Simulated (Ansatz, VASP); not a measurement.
GaAs: VASP beside Ansatz

File INCAR:

```
SYSTEM = GaAs
PREC = Accurate
ENCUT = 520
EDIFF = 1E-6
ISMEAR = 0
SIGMA = 0.01
LREAL = .FALSE.
LASPH = .TRUE.
NELM = 100
ALGO = Fast
ISIF = 2
LWAVE = .FALSE.
LCHARG = .TRUE.
GGA = PS
LELF = .TRUE.
LVHAR = .TRUE.
NBANDS = 16
```

The input KPOINTS:

```
regular mesh
0
G
  6 6 6
  0 0 0
```

File POSCAR:

```
GaAs
1.0
    0.0000000000      2.8330831910      2.8330831910
    2.8330831910      0.0000000000      2.8330831910
    2.8330831910      2.8330831910      0.0000000000
Ga As
1 1
Direct
    0.0000000000      0.0000000000      0.0000000000
    0.2500000000      0.2500000000      0.2500000000
```

Input for Ansatz:

```yaml
crystal:
  lattice:
    - [0.0, 2.833083191, 2.833083191]
    - [2.833083191, 0.0, 2.833083191]
    - [2.833083191, 2.833083191, 0.0]
  atoms:
    - { symbol: Ga, position: [0.0, 0.0, 0.0] }
    - { symbol: As, position: [0.25, 0.25, 0.25] }
kpoints:
  mp_grid: { grid: [6, 6, 6] }
hamiltonian:
  xc: pbesol
scf:
  occupations: { method: fixed }
  n_extra_bands: 4
output:
  forces: true
  stress: true
  eigenvalues: true
  write_density: true
  write_potential: true
  elf: true
  volumetric_format: npy
```

Alike in both runs: task single point; functional PBEsol; k mesh 6 × 6 × 6; no spin polarisation.

|  | VASP | Ansatz |
| --- | --- | --- |
| version | VASP 6.6.1 | Ansatz 0.2.0 |
| potentials or method | VASP PAW PBE potentials, release 64 (Ga_d, As) | plane waves, PAW |
| plane-wave cutoff (eV) | 520 | 420 |
| occupations | gaussian, width 0.01 eV | fixed |
| valence electrons in the cell | 18 | 28 |

```tsv
	VASP	Ansatz	Ansatz less VASP
gap on the k mesh at the Fermi level (eV)	0.40	0.39	-0.014
pressure (GPa)	-0.2	-0.3	-0.08
```

The two sets of potentials don't hold the same shells in valence.

Caveats: the PAW data sets were made with another functional, which shifts forces and pressure a little (VASP).
